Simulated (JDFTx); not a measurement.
Ti:

```xyz
1
Lattice="-1.6410 1.6410 1.6410 1.6410 -1.6410 1.6410 1.6410 1.6410 -1.6410" Properties=species:S:1:pos:R:3 pbc="T T T"
Ti    0.0000    0.0000    0.0000
```

This isn't the form of Ti at room conditions, which is hcp.

```yaml
Program: JDFTx 1.7.0 (patched build)
Task: relaxation of cell and atoms
Functional: PBEsol
Potentials_or_basis: PseudoDojo-SR-PBEsol-0.4.1-standard
Cutoff: 1143 eV
Density_cutoff: 4572 eV
k_mesh: 11 × 11 × 11
Occupations: fermi-dirac, width 0.05 eV
Spin: no spin polarisation
```

At the start: pressure -6.7 GPa; volume 17.68 Å³/atom.

How do energy, volume and symmetry change on relaxing?

Over 6 steps the energy falls by 24.8 meV/atom and the volume is 16.54 Å³/atom (-6.4 %); space group Im-3m (No. 229, to 0.05 Å).

Step by step:
```csv
step,energy change (eV),largest force (eV/Å),pressure (GPa),volume (Å³)
1,0.0000,0.0000,-6.66,17.68
2,-0.0068,0.0000,-5.75,17.50
3,-0.0248,0.0000,0.14,16.52
4,-0.0248,0.0000,0.01,16.54
5,-0.0248,0.0000,0.00,16.54
6,-0.0248,0.0000,0.00,16.54
```

Final structure:
```
CELL_PARAMETERS angstrom
-1.60511 1.60511 1.60511
1.60511 -1.60511 1.60511
1.60511 1.60511 -1.60511
ATOMIC_POSITIONS crystal
Ti 0.00000 0.00000 0.00000
```

Caveat: the plane waves are those of the starting cell, so after so large a change of volume the result is rough.
